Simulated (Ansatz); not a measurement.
# AlRu: single points about a listed cell

Aim: see how energy, forces, stress and gap of AlRu answer to random distortions, further strains and shifts. Nothing is relaxed unless a step says so.

Computed with Ansatz 0.2.0 (DFT PBE, scalar-relativistic, plane waves, PAW, unless a step's input says otherwise).

1 further run of the same task is left out (set aside as unsound or not needed).

## 1. Starting point

The structure is cubic, space group Pm-3m (No. 221). Conventional cell: a = 2.992 Å, b = 2.992 Å, c = 2.992 Å, α = 90.00°, β = 90.00°, γ = 90.00°. Al (site symmetry m-3m) is surrounded by 8 Ru at 2.59 Å. Ru (site symmetry m-3m) has 8 Al at 2.59 Å as nearest neighbours.

Coordinates:

```
CELL_PARAMETERS angstrom
2.99160 0.00000 0.00000
0.00000 2.99160 0.00000
0.00000 0.00000 2.99160
ATOMIC_POSITIONS crystal
Al 0.00000 0.00000 0.00000
Ru 0.50000 0.50000 0.50000
```

The structure comes from the Crystallography Open Database.

## 2. A distortion of lower symmetry

What differs from the listed cell: strain xx, yy, zz, yz, xz, xy = +3.0, +3.0, +3.0, +2.0, +2.0, +2.0 %; atoms moved by 0.06 Å root mean square, at most 0.06 Å.

input.yaml

```yaml
crystal:
  lattice:
    - [3.081258252, 0.059832, 0.059832]
    - [0.059832, 3.081258252, 0.059832]
    - [0.059832, 0.059832, 3.081258252]
  atoms:
    - { symbol: Al, position: [0.0115794278, 0.0115794278, 0.0115794278] }
    - { symbol: Ru, position: [0.4884205722, 0.4884205722, 0.4884205722] }
basis:
  ecutwfc: 420
kpoints:
  mp_grid: { grid: [12, 12, 12] }
hamiltonian:
  xc: pbe
scf:
  occupations: { method: gaussian, width: 0.1 }
output:
  forces: true
  stress: true
  eigenvalues: true
```

The run is started by

```
ansatz run input.yaml --threads 1 --pin off --max-ram 1331MiB --backend cpu --events-out ev --progress --plain --runs-dir out
```

Log, shortened:

```text
Warning: RAYON_NUM_THREADS=1 ignored (pool sized by the plan → 1); use --threads N
[...]
Pseudopotentials: kind: paw
Pseudopotential: Al, paw, valence charge 3, recommended cutoff 420 eV (normal), Al.paw.azcp
Pseudopotential: Ru, paw, valence charge 16, recommended cutoff 420 eV (normal), Ru.paw.azcp
Functional definition: PBE
[...]
Crystal: 2 atoms, lattice volume = 29.221 Å³
Basis set: ecut = 420 eV, 571 PW (Γ), exchange–correlation on 48×48×48 points (8 copies of the dense FFT grid, shifted against one another)
Bands: 14, of which v1, the nominal top of the filled ones, is band 10 counted from 1 (9 counted from 0)
Symmetry: 6 space group operations
Space group: R3m (ITA 160), of the structure as read, at distance tolerance 3.1e-5 Å
k-points: 189 of 1728 (time reversal used)
[...]
SCF iter   1: F=—  HF=-6417.318921 eV  |F-HF|=—  |Δ(HF+E_count)|=         —  Δρ=4.45e-3  dr2=4.98e-3  ethr=1.77e-3  ⟨swp⟩=5.0  Hψ=13924  notcnv=0
[...]
SCF iter   6: F=-6417.318225 eV  HF=-6417.318225 eV  |F-HF|=1.44e-9  |Δ(HF+E_count)|=   2.11e-8  Δρ=3.40e-6  dr2=2.58e-9  ethr=5.26e-10  ⟨swp⟩=4.5  Hψ=9191  notcnv=0
[...]
SCF converged after 6 iterations
Free energy (F): -6417.318225 eV
[...]
E sigma→0 (E₀):  -6417.314080 eV
Entropy (-TS):   -0.008289 eV (-4.145 meV/atom)
Fermi energy:    14.445838 eV
[...]
--- Forces (eV/Å), atoms counted from 1 ---
  atom   1  Al    -0.28346154    -0.28346154    -0.28346154
  atom   2  Ru     0.28348764     0.28348764     0.28348764
[...]
--- Stress (GPa, compression-positive) ---
      -11.714862      -2.775264      -2.775264
       -2.775264     -11.714862      -2.775264
       -2.775264      -2.775264     -11.714862
  P = ⅓ Tr σ = -11.7149 GPa (-117.149 kbar)
--- Band table (eV; the first three rows and the last of 189) ---
  k-point 0: bands = ["-57.2923", "-27.2540", "-27.2500", "-27.2500", "5.3235", "11.3499", "11.3499", "14.5242", "14.5242", "14.7110", "20.1262", "20.1262", "20.3233", "24.9550"]
[...]
```

It took 11 s on 1 thread of an x86-64 CPU, shared host; peak memory 0.39 GiB.

## 3. A change within a subgroup

The change: strain xx, yy, zz, yz, xz, xy = +0.5, +2.0, +2.0, +0.0, +0.0, +0.0 %; atoms moved by 0.06 Å root mean square, at most 0.06 Å.

input.yaml

```yaml
crystal:
  lattice:
    - [3.006438336, 0.0, 0.0]
    - [0.0, 3.051312336, 0.0]
    - [0.0, 0.0, 3.051312336]
  atoms:
    - { symbol: Al, position: [-0.0200561572, 0.0, 0.0] }
    - { symbol: Ru, position: [0.5200561572, 0.5, 0.5] }
basis:
  ecutwfc: 420
kpoints:
  mp_grid: { grid: [12, 12, 12] }
hamiltonian:
  xc: pbe
scf:
  occupations: { method: gaussian, width: 0.1 }
output:
  forces: true
  stress: true
  eigenvalues: true
  populations: true
```

The run is started by

```
ansatz run input.yaml --threads 1 --pin off --max-ram 1331MiB --backend cpu --events-out ev --progress --plain --runs-dir out
```

Log, shortened:

```text
Warning: RAYON_NUM_THREADS=1 ignored (pool sized by the plan → 1); use --threads N
[...]
[... 4 set-up lines as earlier in the session ...]
[...]
Crystal: 2 atoms, lattice volume = 27.991 Å³
Basis set: ecut = 420 eV, 515 PW (Γ), exchange–correlation on 48×48×48 points (8 copies of the dense FFT grid, shifted against one another)
Bands: 14, of which v1, the nominal top of the filled ones, is band 10 counted from 1 (9 counted from 0)
Symmetry: 8 space group operations
Space group: P4mm (ITA 99), of the structure as read, at distance tolerance 3.0e-5 Å
k-points: 196 of 1728 (time reversal used)
[...]
SCF converged after 6 iterations
Free energy (F): -6417.410929 eV
[...]
E sigma→0 (E₀):  -6417.407114 eV
Entropy (-TS):   -0.007631 eV (-3.815 meV/atom)
Fermi energy:    15.245880 eV
[...]
--- Forces (eV/Å), atoms counted from 1 ---
  atom   1  Al     0.77195431     0.00000000     0.00000000
  atom   2  Ru    -0.77199035     0.00000000     0.00000000
[...]
--- Stress (GPa, compression-positive) ---
       -4.220144      -0.000000       0.000000
       -0.000000      -5.733840       0.000000
        0.000000       0.000000      -5.733840
  P = ⅓ Tr σ = -5.2293 GPa (-52.293 kbar)
--- Band table (eV; the first three rows and the last of 196) ---
  k-point 0: bands = ["-56.5177", "-26.4801", "-26.4801", "-26.4586", "5.8661", "11.9090", "11.9271", "15.3435", "15.4519", "15.4519", "21.0050", "21.0050", "21.4634", "25.9143"]
[...]
--- Löwdin populations: 2 sites ---
  site symbol       q [e]
     0     Al      2.8895
     1     Ru     16.0154
  spilling = 0.005007 (of n_electrons = 19.000000)
```

It took 15 s on 1 thread of an x86-64 CPU, shared host; peak memory 0.38 GiB.

By site:

```csv
atom,Löwdin electrons
Al1,2.89
Ru2,16.02
```

## 4. A change within a subgroup

Against the listed cell: strain xx, yy, zz, yz, xz, xy = +3.0, +3.0, +0.0, +0.8, +0.8, -0.9 %; atoms moved by 0.25 Å root mean square, at most 0.25 Å.

input.yaml

```yaml
crystal:
  lattice:
    - [3.081557412, -0.027941544, 0.02527902]
    - [-0.027941544, 3.081557412, 0.02527902]
    - [0.02527902, 0.02527902, 2.991809412]
  atoms:
    - { symbol: Al, position: [-0.05909102, 0.05909102, 0.0] }
    - { symbol: Ru, position: [0.55909102, 0.44090898, 0.5] }
basis:
  ecutwfc: 420
kpoints:
  mp_grid: { grid: [12, 12, 12] }
hamiltonian:
  xc: pbe
scf:
  occupations: { method: gaussian, width: 0.1 }
output:
  forces: true
  stress: true
  eigenvalues: true
```

The run is started by

```
ansatz run input.yaml --threads 1 --pin off --max-ram 1331MiB --backend cpu --events-out ev --progress --plain --runs-dir out
```

Log, shortened:

```text
Warning: RAYON_NUM_THREADS=1 ignored (pool sized by the plan → 1); use --threads N
[...]
[... 4 set-up lines as earlier in the session ...]
[...]
Crystal: 2 atoms, lattice volume = 28.404 Å³
Basis set: ecut = 420 eV, 549 PW (Γ), exchange–correlation on 48×48×40 points (8 copies of the dense FFT grid, shifted against one another)
Bands: 14, of which v1, the nominal top of the filled ones, is band 10 counted from 1 (9 counted from 0)
Symmetry: 2 space group operations
Space group: C2 (ITA 5), of the structure as read, at distance tolerance 3.1e-5 Å
k-points: 476 of 1728 (time reversal used)
[...]
SCF iter   1: F=—  HF=-6416.493583 eV  |F-HF|=—  |Δ(HF+E_count)|=         —  Δρ=3.93e-3  dr2=2.95e-3  ethr=1.77e-3  ⟨swp⟩=5.0  Hψ=37666  notcnv=0
[...]
SCF iter   6: F=-6416.492572 eV  HF=-6416.492572 eV  |F-HF|=6.37e-12  |Δ(HF+E_count)|=   9.46e-9  Δρ=3.78e-6  dr2=2.07e-9  ethr=3.42e-10  ⟨swp⟩=3.3  Hψ=25616  notcnv=0
[...]
SCF converged after 6 iterations
Free energy (F): -6416.492572 eV
[...]
E sigma→0 (E₀):  -6416.488557 eV
Entropy (-TS):   -0.008030 eV (-4.015 meV/atom)
Fermi energy:    14.838545 eV
[...]
--- Forces (eV/Å), atoms counted from 1 ---
  atom   1  Al     3.02615480    -3.02615480    -0.00000000
  atom   2  Ru    -3.02618204     3.02618204     0.00000000
[...]
--- Stress (GPa, compression-positive) ---
        4.751153     -14.522437      -1.245131
      -14.522437       4.751153      -1.245131
       -1.245131      -1.245131      18.407617
  P = ⅓ Tr σ = 9.3033 GPa (93.033 kbar)
--- Band table (eV; the first three rows and the last of 476) ---
  k-point 0: bands = ["-56.7861", "-26.7960", "-26.7870", "-26.7483", "5.7483", "11.3757", "11.4916", "14.6945", "14.9010", "15.1719", "20.6603", "21.3857", "21.6629", "25.6389"]
[...]
```

It took 31 s on 1 thread of an x86-64 CPU, shared host; peak memory 0.51 GiB.

## 5. A distortion that keeps the symmetry

The change: strain xx, yy, zz, yz, xz, xy = +2.3, +2.3, +2.3, +0.0, +0.0, +0.0 %.

input.yaml

```yaml
crystal:
  lattice:
    - [3.061842768, 0.0, 0.0]
    - [0.0, 3.061842768, 0.0]
    - [0.0, 0.0, 3.061842768]
  atoms:
    - { symbol: Al, position: [0.0, 0.0, 0.0] }
    - { symbol: Ru, position: [0.5, 0.5, 0.5] }
basis:
  ecutwfc: 420
kpoints:
  mp_grid: { grid: [14, 14, 14] }
hamiltonian:
  xc: pbe
scf:
  occupations: { method: gaussian, width: 0.1 }
output:
  forces: true
  stress: true
  eigenvalues: true
```

The run is started by

```
ansatz run input.yaml --threads 1 --pin off --max-ram 1331MiB --backend cpu --events-out ev --progress --plain --runs-dir out
```

Log, shortened:

```text
Warning: RAYON_NUM_THREADS=1 ignored (pool sized by the plan → 1); use --threads N
[...]
[... 4 set-up lines as earlier in the session ...]
[...]
Crystal: 2 atoms, lattice volume = 28.704 Å³
Basis set: ecut = 420 eV, 587 PW (Γ), exchange–correlation on 48×48×48 points (8 copies of the dense FFT grid, shifted against one another)
Bands: 14, of which v1, the nominal top of the filled ones, is band 10 counted from 1 (9 counted from 0)
Symmetry: 48 space group operations
Space group: Pm-3m (ITA 221), of the structure as read, at distance tolerance 3.1e-5 Å
k-points: 120 of 2744
[...]
SCF iter   1: F=—  HF=-6417.413726 eV  |F-HF|=—  |Δ(HF+E_count)|=         —  Δρ=3.74e-3  dr2=4.34e-3  ethr=1.77e-3  ⟨swp⟩=5.0  Hψ=8891  notcnv=0
[...]
SCF iter   6: F=-6417.413044 eV  HF=-6417.413044 eV  |F-HF|=3.55e-11  |Δ(HF+E_count)|=   4.70e-9  Δρ=1.86e-6  dr2=1.93e-10  ethr=2.48e-11  ⟨swp⟩=2.5  Hψ=5266  notcnv=0
[...]
SCF converged after 6 iterations
Free energy (F): -6417.413044 eV
[...]
E sigma→0 (E₀):  -6417.407734 eV
Entropy (-TS):   -0.010621 eV (-5.311 meV/atom)
Fermi energy:    14.801281 eV
[...]
--- Forces (eV/Å), atoms counted from 1 ---
  atom   1  Al    -0.00000000     0.00000000    -0.00000000
  atom   2  Ru     0.00000000    -0.00000000     0.00000000
[...]
--- Stress (GPa, compression-positive) ---
      -10.247626      -0.000000       0.000000
       -0.000000     -10.247626       0.000000
        0.000000      -0.000000     -10.247626
  P = ⅓ Tr σ = -10.2476 GPa (-102.476 kbar)
--- Band table (eV; the first three rows and the last of 120) ---
  k-point 0: bands = ["-56.9672", "-26.9227", "-26.9227", "-26.9227", "5.5415", "11.5973", "11.5973", "14.9594", "14.9594", "14.9594", "20.5537", "20.5537", "20.5537", "25.3266"]
[...]
```

Run time: 5.6 s. Hardware: 1 thread of an x86-64 CPU, shared host; peak memory 0.35 GiB.

## 6. Random moves and strain, cell strained

What differs from the listed cell: strain xx, yy, zz, yz, xz, xy = -0.2, -2.1, -1.4, +0.7, -0.4, +0.1 %; atoms moved by 0.06 Å root mean square, at most 0.06 Å.

input.yaml

```yaml
crystal:
  lattice:
    - [2.984390244, 0.00209412, -0.013342536]
    - [0.00209412, 2.92982346, 0.020851452]
    - [-0.013342536, 0.020851452, 2.949238944]
  atoms:
    - { symbol: Al, position: [-0.000467977, 0.0187926193, 0.0069929135] }
    - { symbol: Ru, position: [0.500467977, 0.4812073807, 0.4930070865] }
basis:
  ecutwfc: 420
kpoints:
  mp_grid: { grid: [12, 12, 12] }
hamiltonian:
  xc: pbe
scf:
  occupations: { method: gaussian, width: 0.1 }
output:
  forces: true
  stress: true
  eigenvalues: true
  populations: true
```

The run is started by

```
ansatz run input.yaml --threads 1 --pin off --max-ram 1331MiB --backend cpu --events-out ev --progress --plain --runs-dir out
```

Log, shortened:

```text
Warning: RAYON_NUM_THREADS=1 ignored (pool sized by the plan → 1); use --threads N
[...]
[... 4 set-up lines as earlier in the session ...]
[...]
Crystal: 2 atoms, lattice volume = 25.786 Å³
Basis set: ecut = 420 eV, 481 PW (Γ), exchange–correlation on 40×40×40 points (8 copies of the dense FFT grid, shifted against one another)
Bands: 14, of which v1, the nominal top of the filled ones, is band 10 counted from 1 (9 counted from 0)
Symmetry: 1 space group operations
Space group: P1 (ITA 1), of the structure as read, at distance tolerance 3.0e-5 Å
k-points: 868 of 1728 (time reversal used)
[...]
SCF converged after 6 iterations
Free energy (F): -6417.367729 eV
[...]
E sigma→0 (E₀):  -6417.364383 eV
Entropy (-TS):   -0.006692 eV (-3.346 meV/atom)
Fermi energy:    16.845230 eV
[...]
--- Forces (eV/Å), atoms counted from 1 ---
  atom   1  Al     0.02024591    -0.96144058    -0.33029246
  atom   2  Ru    -0.02024620     0.96148454     0.33030173
[...]
--- Stress (GPa, compression-positive) ---
       10.820297      -0.302208       1.344410
       -0.302208      13.410025      -1.298286
        1.344409      -1.298286      13.054375
  P = ⅓ Tr σ = 12.4282 GPa (124.282 kbar)
--- Band table (eV; the first three rows and the last of 868) ---
  k-point 0: bands = ["-54.9522", "-24.9196", "-24.9000", "-24.8866", "6.9864", "13.0587", "13.0819", "16.9598", "17.0339", "17.1165", "22.8356", "23.2023", "23.4218", "28.0017"]
[...]
--- Löwdin populations: 2 sites ---
  site symbol       q [e]
     0     Al      2.8544
     1     Ru     16.0470
  spilling = 0.005190 (of n_electrons = 19.000000)
```

Wall time 62 s (1 thread of an x86-64 CPU, shared host); peak memory 0.62 GiB.

Per atom:

```csv
atom,Löwdin electrons
Al1,2.85
Ru2,16.05
```

Sizes of the forces (eV/Å): Al1 1.02, Ru2 1.02.

## 7. A distortion of lower symmetry

Against the listed cell: strain xx, yy, zz, yz, xz, xy = +6.4, +6.4, -2.6, +0.0, +0.0, +0.0 %; atoms moved by 0.10 Å root mean square, at most 0.10 Å.

input.yaml

```yaml
crystal:
  lattice:
    - [3.181626432, 0.0, 0.0]
    - [0.0, 3.181626432, 0.0]
    - [0.0, 0.0, 2.912382432]
  atoms:
    - { symbol: Al, position: [0.0, 0.0, 0.0334269287] }
    - { symbol: Ru, position: [0.5, 0.5, 0.4665730713] }
basis:
  ecutwfc: 420
kpoints:
  mp_grid: { grid: [12, 12, 12] }
hamiltonian:
  xc: pbe
scf:
  occupations: { method: gaussian, width: 0.1 }
output:
  forces: true
  stress: true
  eigenvalues: true
```

The run is started by

```
ansatz run input.yaml --threads 1 --pin off --max-ram 1331MiB --backend cpu --events-out ev --progress --plain --runs-dir out
```

Log, shortened:

```text
Warning: RAYON_NUM_THREADS=1 ignored (pool sized by the plan → 1); use --threads N
[...]
[... 4 set-up lines as earlier in the session ...]
[...]
Crystal: 2 atoms, lattice volume = 29.481 Å³
Basis set: ecut = 420 eV, 577 PW (Γ), exchange–correlation on 48×48×40 points (8 copies of the dense FFT grid, shifted against one another)
Bands: 14, of which v1, the nominal top of the filled ones, is band 10 counted from 1 (9 counted from 0)
[... 1 set-up line as earlier in the session ...]
Space group: P4mm (ITA 99), of the structure as read, at distance tolerance 3.1e-5 Å
k-points: 196 of 1728 (time reversal used)
[...]
SCF iter   1: F=—  HF=-6417.204315 eV  |F-HF|=—  |Δ(HF+E_count)|=         —  Δρ=4.42e-3  dr2=4.62e-3  ethr=1.77e-3  ⟨swp⟩=5.0  Hψ=14462  notcnv=0
[...]
SCF iter   6: F=-6417.203638 eV  HF=-6417.203638 eV  |F-HF|=1.84e-9  |Δ(HF+E_count)|=   9.40e-9  Δρ=3.26e-6  dr2=2.73e-9  ethr=5.20e-10  ⟨swp⟩=3.3  Hψ=10475  notcnv=0
[...]
SCF converged after 6 iterations
Free energy (F): -6417.203638 eV
[...]
E sigma→0 (E₀):  -6417.199440 eV
Entropy (-TS):   -0.008397 eV (-4.198 meV/atom)
Fermi energy:    14.355534 eV
[...]
--- Forces (eV/Å), atoms counted from 1 ---
  atom   1  Al     0.00000000     0.00000000    -0.92636236
  atom   2  Ru     0.00000000     0.00000000     0.92640028
[...]
--- Stress (GPa, compression-positive) ---
      -15.475184       0.000000       0.000000
        0.000000     -15.475184       0.000000
        0.000000       0.000000      -4.024409
  P = ⅓ Tr σ = -11.6583 GPa (-116.583 kbar)
--- Band table (eV; the first three rows and the last of 196) ---
  k-point 0: bands = ["-57.4456", "-27.4345", "-27.4345", "-27.3249", "5.2063", "11.1785", "11.2016", "14.0877", "14.6715", "14.6715", "19.1499", "19.1499", "21.7333", "24.3732"]
[...]
```

Wall time 14 s (1 thread of an x86-64 CPU, shared host); peak memory 0.4 GiB.

Sizes of the forces (eV/Å): Al1 0.93, Ru2 0.93.

## 8. A distortion of lower symmetry

What differs from the listed cell: strain xx, yy, zz, yz, xz, xy = +1.2, +10.2, +1.2, +0.0, +0.0, +0.0 %.

input.yaml

```yaml
crystal:
  lattice:
    - [3.026392308, 0.0, 0.0]
    - [0.0, 3.295636308, 0.0]
    - [0.0, 0.0, 3.026392308]
  atoms:
    - { symbol: Al, position: [0.0, 0.0, 0.0] }
    - { symbol: Ru, position: [0.5, 0.5, 0.5] }
basis:
  ecutwfc: 420
kpoints:
  mp_grid: { grid: [12, 12, 12] }
hamiltonian:
  xc: pbe
scf:
  occupations: { method: gaussian, width: 0.1 }
output:
  forces: true
  stress: true
  eigenvalues: true
  populations: true
```

The run is started by

```
ansatz run input.yaml --threads 1 --pin off --max-ram 1331MiB --backend cpu --events-out ev --progress --plain --runs-dir out
```

Log, shortened:

```text
Warning: RAYON_NUM_THREADS=1 ignored (pool sized by the plan → 1); use --threads N
[...]
[... 4 set-up lines as earlier in the session ...]
[...]
Crystal: 2 atoms, lattice volume = 30.185 Å³
Basis set: ecut = 420 eV, 571 PW (Γ), exchange–correlation on 48×48×48 points (8 copies of the dense FFT grid, shifted against one another)
Bands: 14, of which v1, the nominal top of the filled ones, is band 10 counted from 1 (9 counted from 0)
Symmetry: 16 space group operations
Space group: P4/mmm (ITA 123), of the structure as read, at distance tolerance 3.1e-5 Å
k-points: 196 of 1728
[...]
SCF iter   1: F=—  HF=-6417.237011 eV  |F-HF|=—  |Δ(HF+E_count)|=         —  Δρ=4.34e-3  dr2=5.81e-3  ethr=1.77e-3  ⟨swp⟩=4.9  Hψ=13947  notcnv=0
[...]
SCF converged after 6 iterations
Free energy (F): -6417.236272 eV
[...]
E sigma→0 (E₀):  -6417.231367 eV
Entropy (-TS):   -0.009810 eV (-4.905 meV/atom)
Fermi energy:    13.926367 eV
[...]
--- Forces (eV/Å), atoms counted from 1 ---
  atom   1  Al    -0.00000000     0.00000000     0.00000000
  atom   2  Ru     0.00000000     0.00000000    -0.00000000
[...]
--- Stress (GPa, compression-positive) ---
      -13.295579       0.000000       0.000000
        0.000000     -23.644625       0.000000
        0.000000       0.000000     -13.295579
  P = ⅓ Tr σ = -16.7453 GPa (-167.453 kbar)
--- Band table (eV; the first three rows and the last of 196) ---
  k-point 0: bands = ["-57.8474", "-27.8522", "-27.7724", "-27.7724", "4.9163", "10.8924", "10.9523", "13.9410", "13.9410", "14.3626", "17.9230", "20.2437", "20.2437", "23.8263"]
[...]
--- Löwdin populations: 2 sites ---
  site symbol       q [e]
     0     Al      2.9259
     1     Ru     15.9817
  spilling = 0.004864 (of n_electrons = 19.000000)
```

Run time: 11 s. Hardware: 1 thread of an x86-64 CPU, shared host; peak memory 0.36 GiB.

By site:

```csv
atom,Löwdin electrons
Al1,2.93
Ru2,15.98
```

## 9. Summary of results

```
step                                    case  energy (meV/atom)  pressure (GPa)  largest force (eV/Å)  gap on the mesh (eV)
   2          a distortion of lower symmetry               +0.0           -11.7                  0.49                  0.00
   3              a change within a subgroup              -46.5            -5.2                  0.77                  0.00
   4              a change within a subgroup             +412.8             9.3                  4.28                  0.00
   5    a distortion that keeps the symmetry             -46.8*           -10.2                  0.00                  0.00
   6  random moves and strain, cell strained              -25.2            12.4                  1.02                  0.00
   7          a distortion of lower symmetry              +57.3           -11.7                  0.93                  0.00
   8          a distortion of lower symmetry              +41.4           -16.7                  0.00                  0.00
```

Energies are counted from step 2, with the smearing taken to zero; a star marks another k mesh, which can shift energies by itself, so starred rows don't rank against the others. A gap of 0.00 means none on the mesh at this level.

**Reading.** Among the distorted cells of the listed formula and level the largest force, 4.28 eV/Å, comes in step 4, shared by 2 atoms. The distorted cells of the listed formula and level show no gap on the mesh.
